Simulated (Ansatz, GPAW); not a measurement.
AlCu: programs and potentials compared

```
Cu Al
1.0
     2.99751    0.00000    0.00000
     0.00000    2.99751    0.00000
     0.00000    0.00000    2.99751
Cu Al
1 1
Direct
  0.50000 0.50000 0.50000
  0.00000 0.00000 0.00000
```

The cell comes from a database or a generator and needn't be the stable form of this composition.

Alike in all runs: task band structure; functional PBEsol; k mesh 9 × 9 × 9; occupations fermi-dirac, width 0.05 eV; no spin polarisation; no spin-orbit coupling. Pressure is positive in compression and, in plane waves, holds the error of the finite cutoff, which Ansatz's Pulay term estimates and takes out.

```tsv
program and potentials	plane-wave cutoff (eV)	notes	band gap (eV)	pressure (GPa)
Ansatz, PAW datasets made for the crystal	240	-	no gap	-4.69
GPAW, PAW data sets generated for this functional	600	this data set often lies off other programs	no gap	-3.83
Ansatz, all-electron LAPW, scalar-relativistic	-	-	no gap	-4.68
```

None finds a gap. The pressure spans -4.69 (Ansatz, PAW datasets made for the crystal) to -3.83 GPa (GPAW, PAW data sets generated for this functional), with all-electron results at -4.68.

The functional is the same throughout but for its coding, so the spread measures potentials, basis and numerics; runs on potential files found faulty are left out.
